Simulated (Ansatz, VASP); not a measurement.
# MgI2 in VASP and in Ansatz

```
Mg I
1.0
     4.12447    0.00000    0.00000
    -2.06224    3.57190    0.00000
     0.00000    0.00000    6.83943
Mg I
1 2
Cartesian
  0.0000 0.0000 0.0000
  0.0000 2.3813 1.6775
  2.0622 1.1906 5.1619
```

Alike in both runs: task relaxation of cell and atoms; functional PBE; dispersion D3(BJ); k mesh 6 × 6 × 4; occupations gaussian, width 0.02 eV; no spin polarisation.

|  | VASP | Ansatz |
| --- | --- | --- |
| version | VASP 6.6.1 | Ansatz 0.2.0 |
| potentials or method | VASP PAW PBE potentials, release 64 (Mg, I) | scalar-relativistic, plane waves, PAW |
| plane-wave cutoff (eV) | 600 | 420 |
| valence electrons in the cell | 16 | 44 |

```tsv
	VASP	Ansatz	Ansatz less VASP
gap on the k mesh at the Fermi level, each at its own relaxed structure (eV)	3.53	3.55	+0.019
relaxed volume (Å³/atom)	33.52	33.59	+0.066
relaxed cell length with the largest relative difference (Å)	6.834	6.839	+0.0057
```

The two sets of potentials don't hold the same shells in valence.

Caveats: spin-orbit coupling is left out, which moves the levels of the heavy elements. A k mesh can miss the band edges. Expect the measured gap to be larger: semilocal functionals such as PBE lack the derivative discontinuity.
